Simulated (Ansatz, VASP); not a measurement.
# One calculation of BN (d4), two programs

```
B N
1.0
     2.49824    0.00000    0.00000
    -1.24912    2.16354    0.00000
     0.00000    0.00000    6.63570
B N
2 2
Direct
  0.33333 0.66667 0.25000
  0.66667 0.33333 0.75000
  0.33333 0.66667 0.75000
  0.66667 0.33333 0.25000
```

Alike in both runs: task relaxation of cell and atoms; functional PBE; dispersion D4; k mesh 12 × 12 × 4; occupations gaussian, width 0.02 eV; no spin polarisation.

```csv
,VASP,Ansatz
version,VASP 6.6.1,Ansatz 0.2.0
potentials or method,"VASP PAW PBE potentials, release 64 (B, N)","scalar-relativistic, plane waves, PAW"
plane-wave cutoff (eV),600,420
valence electrons in the cell,16,16
```

Ansatz gave:

* gap on the k mesh at the Fermi level, each at its own relaxed structure (eV): 4.25
* relaxed volume (Å³/atom): 8.92
* relaxed cell length with the largest relative difference (Å): 6.552
* energy change over the relaxation (meV/atom): -1

Task: Estimate VASP's values.

Result: gap on the k mesh at the Fermi level, each at its own relaxed structure (eV): 4.22; relaxed volume (Å³/atom): 8.84; relaxed cell length with the largest relative difference (Å): 6.500; energy change over the relaxation (meV/atom): -1.

A k mesh can miss the band edges. As with any semilocal functional, this PBE gap is likely too small.
